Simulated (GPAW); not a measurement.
# PbS (Galena) (Fm-3m) in GPAW: settings compared

One crystal, PbS (Galena), is run at these levels: PBEsol, BP86+D3(BJ)+ATM; tasks: phonons, elastic constants.

Everything below comes from runs of GPAW 26.7.0. Logs are shortened: lines on timing, memory, paths and dates and some standing lists are left out, and cuts for length are marked. The log counts tension as positive stress, the text compression.

### 1 The structure

The structure is cubic, space group Fm-3m (No. 225). Conventional cell: a = 5.931 Å, b = 5.931 Å, c = 5.931 Å, α = 90.00°, β = 90.00°, γ = 90.00°. Pb (site symmetry m-3m) is surrounded by 6 S at 2.97 Å. S (site symmetry m-3m) is surrounded by 6 Pb at 2.97 Å.

### 2 Phonons, PBEsol

run.py

```python
import json
import numpy as np
from ase import Atoms
from ase.constraints import FixSymmetry
from ase.filters import FrechetCellFilter
from ase.io import read, write
from ase.optimize import BFGS
from phonopy import Phonopy
from phonopy.structure.atoms import PhonopyAtoms
from gpaw import GPAW, PW, setup_paths

setup_paths.insert(0, '.')

atoms = read('PbS.cif')

calc = GPAW(mode=PW(600),
            xc='PBEsol',
            kpts={'size': (8, 8, 8), 'gamma': True},
            occupations={'name': 'fermi-dirac', 'width': 0.05},
            nbands=19,
            convergence={'density': 1e-06, 'eigenstates': 1e-09},
            maxiter=150,
            txt='gpaw.txt')
atoms.calc = calc
atoms.set_constraint(FixSymmetry(atoms))
BFGS(FrechetCellFilter(atoms), trajectory='relax.traj', logfile='-').run(fmax=0.005, steps=40)
atoms.set_constraint()
energy = atoms.get_potential_energy()
forces = atoms.get_forces()
stress = atoms.get_stress()
calc.write('gs.gpw')
write('result.traj', atoms)
print('Cell:', atoms.cell.cellpar().round(4))
print(atoms.get_scaled_positions().round(5))

def force_constants(scale):
    unit = PhonopyAtoms(symbols=atoms.get_chemical_symbols(), cell=atoms.cell[:] * scale**(1 / 3),
                        scaled_positions=atoms.get_scaled_positions())
    ph = Phonopy(unit, supercell_matrix=np.diag([1, 1, 1]), primitive_matrix=np.eye(3), symprec=1e-4)
    ph.generate_displacements(distance=0.03)
    forces = []
    for i, sc in enumerate(ph.supercells_with_displacements):
        a = Atoms(sc.symbols, cell=sc.cell, scaled_positions=sc.scaled_positions, pbc=True)
        c = GPAW(mode=PW(510),
                 xc='PBEsol',
                 kpts={'size': (8, 8, 8), 'gamma': True},
                 occupations={'name': 'fermi-dirac', 'width': 0.05},
                 nbands=19,
                 convergence={'density': 1e-06, 'eigenstates': 1e-09},
                 maxiter=150,
                 txt=f'disp-{scale:.3f}-{i:02d}.txt')
        a.calc = c
        f = a.get_forces()
        forces.append(f - f.mean(axis=0))
        print(f'displacement {i}: drift', f.mean(axis=0).round(5), flush=True)
    ph.forces = forces
    ph.produce_force_constants()
    ph.symmetrize_force_constants()
    return ph

qpoints = [[0.0, 0.0, 0.0]]
results = {}
for scale in [1.0]:
    ph = force_constants(scale)
    ph.run_qpoints(qpoints)
    nu = ph.qpoints.frequencies * 33.35641  # THz to cm^-1
    results[f'{scale:.3f}'] = nu.tolist()
    for qp, f in zip(qpoints, nu):
        print(scale, np.round(qp, 4), f.round(2))
json.dump(results, open('phonons.json', 'w'))
```

PbS.cif

```cif
data_PbS
_cell_length_a 4.19420387
_cell_length_b 4.19420387
_cell_length_c 4.19420387
_cell_angle_alpha 60.00000000
_cell_angle_beta 60.00000000
_cell_angle_gamma 60.00000000
_space_group_name_H-M_alt 'P1'
_space_group_name_Hall 'P 1'
_space_group_IT_number 1
loop_
_space_group_symop_operation_xyz
'x,y,z'
loop_
_atom_site_label
_atom_site_type_symbol
_atom_site_symmetry_multiplicity
_atom_site_Wyckoff_symbol
_atom_site_fract_x
_atom_site_fract_y
_atom_site_fract_z
_atom_site_occupancy
Pb1 Pb 1 a 0.0000000000 0.0000000000 0.0000000000 1
S1 S 1 a 0.5000000000 0.5000000000 0.5000000000 1
```

Potentials or basis: PAW data sets generated in the run's folder for this functional, pw.

On the command line:

```sh
gpaw-setup -f PBEsol Pb S
OMP_NUM_THREADS=1 python run.py
```

gpaw.txt:

```text
__  _  _
 | _ |_)|_||  |
 |__||  | ||/\| - 26.7.0

Input parameters:
  mode=PW(ecut=600.0),
  convergence={'density': 1e-06, 'eigenstates': 1e-09},
  kpts=MonkhorstPack(size=(8, 8, 8), gamma=True),
  maxiter=150,
  nbands=19,
  occupations=Occupations(name='fermi-dirac', width=0.05),
  xc=XC(name='PBEsol')

Diagonalizing LCAO Hamiltonian
Converting LCAO to pw mode

                   S

       Pb

Atoms  # Å, Bohr magnetons
|   | symbol |        x |        y |        z |    initial magnetic moments |
|---|--------|----------|----------|----------|-----------------------------|
| 0 |     Pb | 0.000000 | 0.000000 | 0.000000 | ( 0.0000,  0.0000,  0.0000) |
| 1 |      S | 4.194204 | 2.421525 | 1.712277 | ( 0.0000,  0.0000,  0.0000) |

Unit cell  # Å
| periodic |        x |         y |         z |  lengths |    angles |
|----------|----------|-----------|-----------|----------|-----------|
|      yes | 4.194204 | -0.000000 | -0.000000 | 4.194204 | 60.000000 |
|      yes | 2.097102 |  3.632287 |  0.000000 | 4.194204 | 60.000000 |
|      yes | 2.097102 |  1.210762 |  3.424553 | 4.194204 | 60.000000 |

Number of symmetries: 48
Symmetry operations  # r_c * U_cc + t_c -> r_c
|    | kind |            matrix            |
|----|------|------------------------------|
|  0 |  σ   |  1, 0, 0,  1, 0,-1,  1,-1, 0 |
|  1 |  C2  |  1, 0, 0,  1,-1, 0,  1, 0,-1 |
|  2 |  E   |  1, 0, 0,  0, 1, 0,  0, 0, 1 |
|  3 |  σ   |  1, 0, 0,  0, 0, 1,  0, 1, 0 |
|  4 |  C4  |  1, 0,-1,  1, 0, 0,  1,-1, 0 |
|  5 |  S6  |  1, 0,-1,  1,-1, 0,  1, 0, 0 |
|  6 |  σ   |  1, 0,-1,  0, 1,-1,  0, 0,-1 |
|  7 |  C3  |  1, 0,-1,  0, 0,-1,  0, 1,-1 |
[... 172 lines left out ...]
SCF iterations
|iter     | |      energy | eigst |  dens |
|---------|-|-------------|-------|-------|
|iter:   1| |  -10.061388 | -0.13 |       |
|iter:   2| |   -9.966164 | -1.96 | -1.19 |
|iter:   3| |   -9.672256 | -1.79 | -1.24 |
|iter:   4| |   -9.671252 | -3.87 | -1.83 |
|iter:   5| |   -9.671317c| -4.43 | -2.20 |
|iter:   6| |   -9.671334c| -5.75 | -3.23 |
|iter:   7| |   -9.671337c| -6.70 | -3.70 |
|iter:   8| |   -9.671337c| -7.83 | -4.57 |
|iter:   9| |   -9.671337c| -9.04c| -5.35 |
|iter:  10| |   -9.671337c| -9.21c| -5.80 |
|iter:  11| |   -9.671337c| -9.71c| -6.60c|

Converged in 11 steps
Energy contributions relative to reference atoms: (reference = -577963.193590)

Energy contributions:
  Kinetic:          15.322486
  Coulomb:         -16.152785
  Zero:              0.025546
  External:          0.000000
  Xc:               -8.866299
  Entropy:          -0.000569
  Spinorbit:         0.000000
  ----------------------------
  Free energy:      -9.671621
  Extrapolated:     -9.671337

dipole moment: (-35.503171, -20.497765, -14.494109)  # |e|*Ang

Fermi level: 6.233
Eigenvalues  # (at kpt = [0.000, 0.000, 0.000])
| band index |      eig [eV] | occ [0-2] |
|------------|---------------|-----------|
|          0 |       -10.649 |     2.000 |
|        ... |               |           |
|          2 |       -10.649 |     2.000 |
|          3 |       -10.642 |     2.000 |
|          4 |       -10.642 |     2.000 |
|          5 |        -7.500 |     2.000 |
|          6 |         0.099 |     2.000 |
|          7 |         3.917 |     2.000 |
[... 9 lines left out ...]
|         17 |        15.090 |     0.000 |
|         18 |        15.130 |     0.000 |

Gap: 0.201 eV
Transition (v -> c):
  (s=0, k=28, n=9, [0.50, 0.50, 0.50]) -> (s=0, k=28, n=10, [0.50, 0.50, 0.50])
No difference between direct/indirect transitions

Stress tensor  # eV/Ang^3
|        x |         y |         z |
|----------|-----------|-----------|
| 0.006894 |  0.000000 |  0.000000 |
| 0.000000 |  0.006894 | -0.000000 |
| 0.000000 | -0.000000 |  0.006894 |

Forces  # eV/Ang
|        x |        y |        z |
|----------|----------|----------|
| -0.00000 | -0.00000 | -0.00000 |  # Pb   0
|  0.00000 |  0.00000 |  0.00000 |  # S    1

Interpolating wave functions to new cell

                   S

       Pb

Atoms  # Å, Bohr magnetons
|   | symbol |        x |        y |        z |    initial magnetic moments |
|---|--------|----------|----------|----------|-----------------------------|
| 0 |     Pb | 0.000000 | 0.000000 | 0.000000 | ( 0.0000,  0.0000,  0.0000) |
| 1 |      S | 4.188819 | 2.418416 | 1.710078 | ( 0.0000,  0.0000,  0.0000) |

Unit cell  # Å
| periodic |        x |         y |         z |  lengths |    angles |
|----------|----------|-----------|-----------|----------|-----------|
|      yes | 4.188819 | -0.000000 | -0.000000 | 4.188819 | 60.000000 |
|      yes | 2.094410 |  3.627624 |  0.000000 | 4.188819 | 60.000000 |
|      yes | 2.094410 |  1.209208 |  3.420157 | 4.188819 | 60.000000 |

Number of symmetries: 48
Symmetry operations  # r_c * U_cc + t_c -> r_c
|    | kind |            matrix            |
|----|------|------------------------------|
|  0 |  σ   |  1, 0, 0,  1, 0,-1,  1,-1, 0 |
|  1 |  C2  |  1, 0, 0,  1,-1, 0,  1, 0,-1 |
|  2 |  E   |  1, 0, 0,  0, 1, 0,  0, 0, 1 |
|  3 |  σ   |  1, 0, 0,  0, 0, 1,  0, 1, 0 |
|  4 |  C4  |  1, 0,-1,  1, 0, 0,  1,-1, 0 |
|  5 |  S6  |  1, 0,-1,  1,-1, 0,  1, 0, 0 |
|  6 |  σ   |  1, 0,-1,  0, 1,-1,  0, 0,-1 |
|  7 |  C3  |  1, 0,-1,  0, 0,-1,  0, 1,-1 |
[... 166 lines left out ...]
convergence criteria:
- Maximum integral of absolute [dens]ity change: 1e-06 electrons / valence electron
- Maximum integral of absolute [eigenst]ate change: 1e-09 eV^2 / valence electron
- Maximum [total energy] change in last 3 cyles: 0.0005 eV / valence electron
maximum number of iterations: 150

SCF iterations
|iter     | |      energy | eigst |  dens |
|---------|-|-------------|-------|-------|
|iter:   1| |   -9.673576 | -2.63 |       |
|iter:   2| |   -9.673386 | -4.68 | -2.51 |
|iter:   3| |   -9.672504c| -4.32 | -2.56 |
|iter:   4| |   -9.672502c| -5.25 | -3.36 |
|iter:   5| |   -9.672511c| -5.96 | -3.67 |
|iter:   6| |   -9.672513c| -6.27 | -3.97 |
|iter:   7| |   -9.672513c| -8.54 | -4.96 |
|iter:   8| |   -9.672513c| -9.68c| -5.46 |
|iter:   9| |   -9.672513c|-10.69c| -6.24c|

Converged in 9 steps
Energy contributions relative to reference atoms: (reference = -577963.193590)

Energy contributions:
  Kinetic:          15.592662
  Coulomb:         -16.365216
  Zero:              0.025314
  External:          0.000000
  Xc:               -8.924964
  Entropy:          -0.000618
  Spinorbit:         0.000000
  ----------------------------
  Free energy:      -9.672822
  Extrapolated:     -9.672513

dipole moment: (-35.458490, -20.471969, -14.475868)  # |e|*Ang

Fermi level: 6.283
Eigenvalues  # (at kpt = [0.000, 0.000, 0.000])
| band index |      eig [eV] | occ [0-2] |
|------------|---------------|-----------|
|          0 |       -10.603 |     2.000 |
|        ... |               |           |
|          2 |       -10.603 |     2.000 |
|          3 |       -10.597 |     2.000 |
|          4 |       -10.597 |     2.000 |
|          5 |        -7.482 |     2.000 |
|          6 |         0.158 |     2.000 |
|          7 |         3.950 |     2.000 |
[... 9 lines left out ...]
|         17 |        15.141 |     0.000 |
|         18 |        15.141 |     0.000 |

Gap: 0.186 eV
Transition (v -> c):
  (s=0, k=28, n=9, [0.50, 0.50, 0.50]) -> (s=0, k=28, n=10, [0.50, 0.50, 0.50])
No difference between direct/indirect transitions

Stress tensor  # eV/Ang^3
|         x |         y |        z |
|-----------|-----------|----------|
|  0.005567 | -0.000000 | 0.000000 |
| -0.000000 |  0.005567 | 0.000000 |
|  0.000000 | -0.000000 | 0.005567 |

Forces  # eV/Ang
|       x |        y |       z |
|---------|----------|---------|
| 0.00000 | -0.00000 | 0.00000 |  # Pb   0
| 0.00000 | -0.00000 | 0.00000 |  # S    1

Interpolating wave functions to new cell

                   S

       Pb

Atoms  # Å, Bohr magnetons
|   | symbol |        x |        y |        z |    initial magnetic moments |
|---|--------|----------|----------|----------|-----------------------------|
| 0 |     Pb | 0.000000 | 0.000000 | 0.000000 | ( 0.0000,  0.0000,  0.0000) |
| 1 |      S | 4.166763 | 2.405682 | 1.701074 | ( 0.0000,  0.0000,  0.0000) |

Unit cell  # Å
| periodic |        x |         y |         z |  lengths |    angles |
|----------|----------|-----------|-----------|----------|-----------|
|      yes | 4.166763 | -0.000000 | -0.000000 | 4.166763 | 60.000000 |
|      yes | 2.083382 |  3.608523 |  0.000000 | 4.166763 | 60.000000 |
|      yes | 2.083382 |  1.202841 |  3.402148 | 4.166763 | 60.000000 |

Number of symmetries: 48
Symmetry operations  # r_c * U_cc + t_c -> r_c
|    | kind |            matrix            |
|----|------|------------------------------|
|  0 |  σ   |  1, 0, 0,  1, 0,-1,  1,-1, 0 |
|  1 |  C2  |  1, 0, 0,  1,-1, 0,  1, 0,-1 |
|  2 |  E   |  1, 0, 0,  0, 1, 0,  0, 0, 1 |
|  3 |  σ   |  1, 0, 0,  0, 0, 1,  0, 1, 0 |
|  4 |  C4  |  1, 0,-1,  1, 0, 0,  1,-1, 0 |
|  5 |  S6  |  1, 0,-1,  1,-1, 0,  1, 0, 0 |
|  6 |  σ   |  1, 0,-1,  0, 1,-1,  0, 0,-1 |
|  7 |  C3  |  1, 0,-1,  0, 0,-1,  0, 1,-1 |
[... 172 lines left out ...]
SCF iterations
|iter     | |      energy | eigst |  dens |
|---------|-|-------------|-------|-------|
|iter:   1| |   -9.692880 | -1.42 |       |
|iter:   2| |   -9.689617 | -3.46 | -1.90 |
|iter:   3| |   -9.674312 | -3.08 | -1.94 |
|iter:   4| |   -9.674266 | -4.01 | -2.74 |
|iter:   5| |   -9.674421c| -4.73 | -3.06 |
|iter:   6| |   -9.674466c| -5.05 | -3.36 |
|iter:   7| |   -9.674464c| -7.24 | -4.33 |
|iter:   8| |   -9.674464c| -8.41 | -4.85 |
|iter:   9| |   -9.674464c| -9.45c| -5.63 |
|iter:  10| |   -9.674464c| -9.69c| -6.10c|

Converged in 10 steps
Energy contributions relative to reference atoms: (reference = -577963.193590)

Energy contributions:
  Kinetic:          16.719137
  Coulomb:         -17.249265
  Zero:              0.024306
  External:          0.000000
  Xc:               -9.168226
  Entropy:          -0.000831
  Spinorbit:         0.000000
  ----------------------------
  Free energy:      -9.674880
  Extrapolated:     -9.674464

dipole moment: (-35.275224, -20.366160, -14.401050)  # |e|*Ang

Fermi level: 6.490
Eigenvalues  # (at kpt = [0.000, 0.000, 0.000])
| band index |      eig [eV] | occ [0-2] |
|------------|---------------|-----------|
|          0 |       -10.414 |     2.000 |
|        ... |               |           |
|          2 |       -10.414 |     2.000 |
|          3 |       -10.408 |     2.000 |
|          4 |       -10.408 |     2.000 |
|          5 |        -7.411 |     2.000 |
|          6 |         0.405 |     2.000 |
|          7 |         4.087 |     2.000 |
[... 9 lines left out ...]
|         17 |        15.350 |     0.000 |
|         18 |        15.350 |     0.000 |

Gap: 0.124 eV
Transition (v -> c):
  (s=0, k=28, n=9, [0.50, 0.50, 0.50]) -> (s=0, k=28, n=10, [0.50, 0.50, 0.50])
No difference between direct/indirect transitions

Stress tensor  # eV/Ang^3
|         x |         y |         z |
|-----------|-----------|-----------|
| -0.000103 |  0.000000 | -0.000000 |
| -0.000000 | -0.000103 | -0.000000 |
|  0.000000 | -0.000000 | -0.000103 |

Forces  # eV/Ang
|       x |       y |        z |
|---------|---------|----------|
| 0.00000 | 0.00000 | -0.00000 |  # Pb   0
| 0.00000 | 0.00000 | -0.00000 |  # S    1

# Writing to gs.gpw (mode='')
```

Run time: 1.9 min. Hardware: 1 thread of Intel Xeon Platinum 8375C at 2.90GHz (Ice Lake), shared host; peak memory 0.36 GiB.

Results:

```yaml
Free_energy: -9.6749 eV
Relaxed_volume: 25.58 Å³/atom
Relaxed_cell: a = 4.167 Å, b = 4.167 Å, c = 4.167 Å, α = 60.00°, β = 60.00°, γ = 60.00°
Space_group_after_relaxing_to_0.05_Å: Fm-3m (No. 225)
Pressure_after_relaxing: 0.0 GPa
Band_gap_on_the_k_mesh: 0.12 eV, direct
Highest_phonon_frequency_at_Γ_LO-TO_splitting_left_out: 58 cm⁻¹
```

Final structure:
```cif
data_structure
_symmetry_space_group_name_H-M 'P 1'
_symmetry_Int_Tables_number 1
_cell_length_a 4.1668
_cell_length_b 4.1668
_cell_length_c 4.1668
_cell_angle_alpha 60.000
_cell_angle_beta 60.000
_cell_angle_gamma 60.000
_cell_volume 51.15
loop_
_atom_site_label
_atom_site_type_symbol
_atom_site_fract_x
_atom_site_fract_y
_atom_site_fract_z
_atom_site_occupancy
Pb1 Pb 0.00000 0.00000 0.00000 1
S1 S 0.50000 0.50000 0.50000 1
```

Phonon frequencies in cm⁻¹ (negative: imaginary):
| q point | frequencies |
| --- | --- |
| (0.000, 0.000, 0.000) | 0 0 0 58 58 58 |

Caveat: the cutoff is short for stress and forces, so pressures can be off by a GPa or more; the LO-TO splitting is left out; spin-orbit coupling is left out, which as a rule narrows the gap of such compounds by several tenths of an eV. A k mesh can miss the band edges.

(Part 1 of 2 ends here.)
